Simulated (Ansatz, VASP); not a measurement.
## AlN: VASP beside Ansatz

```xyz
2
Lattice="0.0000 2.1840 2.0202 2.1840 0.0000 2.0202 2.1840 2.1840 0.0000" Properties=species:S:1:pos:R:3 pbc="T T T"
Al    0.0000    0.0000    0.0000
N     3.2760    3.2760    3.0303
```

Change from the starting cell: strain -0.0750 x Voigt [0, 0, 1, 0, 0, 0], atoms carried along.

Alike in both runs: task single point; functional PBE; k mesh 10 × 10 × 10; occupations gaussian, width 0.05 eV; no spin polarisation.

|  | VASP | Ansatz |
| --- | --- | --- |
| version | VASP 6.6.1 | Ansatz 0.2.0 |
| potentials or method | VASP PAW PBE potentials, release 64 (Al, N) | scalar-relativistic, plane waves, PAW |
| plane-wave cutoff (eV) | 520 | 420 |
| valence electrons in the cell | 8 | 8 |

VASP gave:

```
gap on the k mesh at the Fermi level (eV)       : 2.96
least direct gap on the mesh (eV)               : 4.69
pressure (GPa)                                  : 23.1
largest component of the traceless stress (GPa) : 4.39
```

Question: What did Ansatz give for the same quantities?

Answer: gap on the k mesh at the Fermi level (eV): 2.97; least direct gap on the mesh (eV): 4.67; pressure (GPa): 23.3; largest component of the traceless stress (GPa): 4.35.

Caveats: so large a pressure means that the cell lies far from this level's equilibrium, or that cutoff or potentials fall short (VASP). A k mesh can miss the band edges.
